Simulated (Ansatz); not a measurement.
**CoO in Ansatz: the effect of functional**

Crystal: CoO.

```xyz
2
Lattice="1.6336 0.9432 2.6168 -1.6336 0.9432 2.6168 0.0000 -1.8864 2.6168" Properties=species:S:1:pos:R:3 pbc="T T T"
Co    0.0000    0.0000    7.8424
O     0.0000    0.0000    5.8958
```

Measurements of this composition are mostly on another form, of space group No. 225.

The cell isn't the ideal one: volume scaled by 1.06.

Alike in all runs:

| Property | Result |
| --- | --- |
| Program | Ansatz 0.2.0 |
| Task | single point |
| Potentials or basis | Ansatz PAW |
| k mesh | 10 × 10 × 10 |
| Occupations | fermi-dirac, width 0.05 eV |
| Spin | collinear spin, ferromagnetic start |
| Starting moments | [2.0, 0.0] μB |

```tsv
functional	cutoff	pressure (GPa)	moment (μB)
LDA	420 eV (not typed: the program's choice for these potentials)	-20.2	2.88
PBE	420 eV (not typed: the program's choice for these potentials)	-6.5	2.91
PBEsol	420 eV (not typed: the program's choice for these potentials)	?	?
r2SCAN	500 eV (not typed: the program's choice for these potentials)	-4.2	3.00
```

Question: What does the run with functional PBEsol give?

Answer: Pressure -13.7 GPa; moment 2.94 μB.

Caveats: a cell with one magnetic atom can't hold antiferromagnetic order, which such compounds often take; the PAW data sets come from PBE, with cores solved anew for the run's functional, which leaves a small shift of forces and pressure (some runs); the magnetic or orbital state may not be the lowest (some runs).
